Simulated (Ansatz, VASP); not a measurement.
**Two plane-wave programs on ZnS**

```xyz
2
Lattice="3.8212 0.0000 0.0000 1.9106 3.3093 0.0000 1.9106 1.1031 3.1200" Properties=species:S:1:pos:R:3 pbc="T T T"
Zn    1.9106    1.1031    0.7800
S     0.0000    0.0000    0.0000
```

Alike in both runs: task relaxation of cell and atoms; functional PBE; dispersion D3(BJ); k mesh 6 × 6 × 6; occupations fermi-dirac, width 0.05 eV; no spin polarisation.

|  | VASP | Ansatz |
| --- | --- | --- |
| version | VASP 6.6.1 | Ansatz 0.2.0 |
| potentials or method | VASP PAW PBE potentials, release 64 (Zn, S) | plane waves, PAW |
| plane-wave cutoff (eV) | 600 | 420 |
| valence electrons in the cell | 18 | 18 |

Ansatz gave:

- relaxed volume (Å³/atom): 19.42
- relaxed cell length with the largest relative difference (Å): 3.801
- energy change over the relaxation (meV/atom): -1

**Question.** What did VASP give for the same quantities?

**Answer.** Relaxed volume (Å³/atom): 19.46; relaxed cell length with the largest relative difference (Å): 3.804; energy change over the relaxation (meV/atom): -1.

PBE gaps usually lie below the measured ones, often by a third to a half.
